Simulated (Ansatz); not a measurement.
**SnTe: equation of state with r2SCAN**

Crystal: SnTe.

```xyz
2
Lattice="0.0000 3.1509 3.1509 3.1509 0.0000 3.1509 3.1509 3.1509 0.0000" Properties=species:S:1:pos:R:3 pbc="T T T"
Te    3.1509    3.1509    3.1509
Sn    0.0000    0.0000    0.0000
```

```yaml
Program: Ansatz 0.2.0
Task: equation of state
Functional: r2SCAN
Potentials_or_basis: Ansatz PAW
Cutoff: 500 eV
Density_cutoff: 2000 eV
k_mesh: 7 × 7 × 7
Occupations: fermi-dirac, width 0.05 eV
Spin: no spin polarisation
```

The equilibrium volume is 32.30 Å³/atom and the bulk modulus is 44 GPa. The pressure derivative of the bulk modulus is 4.4.

Energy against volume, from the lowest point:
```tsv
volume (Å³/atom)	energy (meV/atom)
29.404	41.80
30.030	24.67
30.656	12.38
31.281	4.45
31.907	0.46
32.532	0.00
33.158	2.74
```

All runs of the series together: 24 s on 2 threads of Arm Neoverse V1, with other jobs on the host.

Caveat: this odd mesh misses L, where the gap lies, so gap, dielectric constants and Born charges aren't listed; the PAW data sets were made with another functional, which shifts forces and pressure a little. Spin-orbit coupling is left out, which matters for the levels of Te.
